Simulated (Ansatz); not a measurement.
Sn:

```
Sn
1.0
    -1.89465    1.89465    1.89465
     1.89465   -1.89465    1.89465
     1.89465    1.89465   -1.89465
Sn
1
Direct
  0.00000 0.00000 0.00000
```

This isn't the form of Sn at room conditions, which is tetragonal (white tin).

| Item | Value |
| --- | --- |
| Program | Ansatz 0.2.0 |
| Task | relaxation of cell and atoms |
| Functional | revPBE |
| Dispersion | D3(BJ) |
| Potentials or basis | Ansatz PAW |
| Cutoff | 420 eV (not typed: the program's choice for these potentials) |
| k mesh | 10 × 10 × 10 |
| Occupations | fermi-dirac, width 0.05 eV |
| Spin | no spin polarisation |

At the start: volume 27.20 Å³/atom.

How do energy, volume and symmetry change on relaxing?

It ends after 3 steps and the volume is 25.74 Å³/atom (-5.4 %); space group Im-3m (No. 229, to 0.05 Å).

Step by step:
| step | energy change (eV) | largest force (eV/Å) | volume (Å³) |
| --- | --- | --- | --- |
| 1 | 0.0000 | 0.0000 | 27.20 |
| 2 | -0.0128 | 0.0000 | 25.74 |
| 3 | -0.0124 | 0.0000 | 25.74 |

Final structure:
```yaml
crystal:
  lattice:
    - [-1.85991, 1.85991, 1.85991]
    - [1.85991, -1.85991, 1.85991]
    - [1.85991, 1.85991, -1.85991]
  atoms:
    - { symbol: Sn, position: [0.00000, 0.00000, 0.00000] }
```

Caveat: the plane-wave basis is chosen anew once the cell has moved, so the energies of steps on either side of that aren't comparable; pairwise dispersion overbinds metals, which lowers pressure and volume; the PAW data sets come from PBE, with cores solved anew for the run's functional, which leaves a small shift of forces and pressure.
